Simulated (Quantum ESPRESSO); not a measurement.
## SrO: single point with AM05

The system is SrO.

```
Sr O
1.0
     0.00000    2.45924    2.45924
     2.45924    0.00000    2.45924
     2.45924    2.45924    0.00000
Sr O
1 1
Direct
  0.50000 0.50000 0.50000
  0.00000 0.00000 0.00000
```

The cell isn't the ideal one: volume scaled by 0.88.

- Program: Quantum ESPRESSO 7.5
- Task: single point
- Functional: AM05
- Potentials or basis: PseudoDojo 0.5 SR PBE stringent
- Cutoff: 1252 eV
- Density cutoff: 5007 eV
- k mesh: 9 × 9 × 9
- Occupations: fermi-dirac, width 0.1 eV
- Spin: no spin polarisation
- Mixing beta: 0.5
- Most SCF iterations: 120
- SCF threshold: 4e-10 Ry

```
Pressure               : 16.0 GPa
Band gap on the k mesh : 3.15 eV, direct
```

Levels at points of the mesh, in eV from the valence-band top:
```tsv
k point	band 5	band 6	band 7	band 8	band 9	band 10	band 11	band 12
(0.00, 0.00, 0.00)	-13.29	-0.04	-0.04	-0.04	4.95	6.45	6.45	6.45
```

It took 34 s on 1 thread of Arm Neoverse V1 (shared host), peak memory 0.08 GiB.

Caveat: the potentials were made for another functional, which shifts forces and pressure; an odd mesh through Γ misses points on the zone boundary, where band edges often lie.
